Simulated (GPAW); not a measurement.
Crystal: ZrC.

```
CELL_PARAMETERS angstrom
0.00000 2.36500 2.36500
2.36500 0.00000 2.36500
2.36500 2.36500 0.00000
ATOMIC_POSITIONS crystal
Zr 0.50000 0.50000 0.50000
C 0.00000 0.00000 0.00000
```

Program: GPAW 26.7.0. Alike in all runs: task band structure; cell as given; cutoff (eV) 800; smearing fermi-dirac 0.05 eV.

Q: Order these runs on this cell by their pressure, lowest first.
A. level PBEsol; potentials or basis PAW data sets generated in the run's folder for this functional, pw; spin SOC, no magnetisation; k mesh 8 × 8 × 8; band points 60; spin axis theta (degrees) 54.7; spin axis phi (degrees) 45; soc after scf second variation
B. level revPBE; potentials or basis the program's PAW data sets (release 1.2.1) made for this functional, pw; spin off; k mesh 10 × 10 × 10; band points 100
C. level LDA; potentials or basis the program's PAW data sets (release 1.2.1) made for this functional, pw; spin off; k mesh 10 × 10 × 10; band points 100

A: C (-13.7 GPa), A (-9.3 GPa), B (-1.3 GPa).

Caveats: spin-orbit coupling was added after a scalar SCF, so levels and gaps hold it while energy, forces, pressure and moments don't (some runs).
